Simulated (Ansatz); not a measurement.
Runs of Ansatz 0.2.0 on P. It takes space group Cmce (No. 64, orthorhombic). The conventional cell has a = 3.295 Å, b = 10.930 Å, c = 4.544 Å, α = 90.00°, β = 90.00°, γ = 90.00°. P (site symmetry m) is surrounded by 3 P at 2.20 to 2.25 Å. 

| task | level | potentials or basis | cell | k mesh | cutoff (eV) | points for each segment of the path | atoms under strain | gap on the mesh (eV) | pressure (GPa) | largest force (eV/Å) |
| --- | --- | --- | --- | --- | --- | --- | --- | --- | --- | --- |
| single point | PBE | Ansatz PAW | as given | 8 × 8 × 6 | 800 | - | - | (a) | 2.0 | (c) |
| relaxation of cell and atoms | PBEsol+D3(BJ) | Ansatz PAW | relaxed | 8 × 8 × 6 | 420 | - | - | none | 0.0 | - |
| band structure | PBE | PseudoDojo stringent (PBE files) | as given | 8 × 8 × 6 | 599 | 14 | - | 0.09 | 2.1 | 0.35 |
| elastic constants | LDA | Ansatz PAW | as given | 7 × 7 × 5 | 420 | - | relaxed | 0.16 | (b) | - |

Alike in all rows: no spin polarisation; smearing fermi-dirac 0.05 eV.

Q: Estimate the missing entries.

A: (a) 0.10; (b) -2.8; (c) 0.34.

Caveats: the PAW data sets come from PBE, with cores solved anew for the run's functional, which leaves a small shift of forces and pressure (some runs); the plane-wave basis is chosen anew once the cell has moved, so the energies of steps on either side of that aren't comparable (some runs); pairwise dispersion overbinds metals, which lowers pressure and volume (some runs); odd divisions of the mesh miss points on the zone boundary, where band edges often lie, so the gap on the mesh can be too wide (some runs); the elastic tensor has a negative eigenvalue, so either the cell is unstable as it stands or the mesh is too thin (some runs).

A k mesh can miss the band edges.

A gap of «none» marks a metal or a gap under the smearing width.
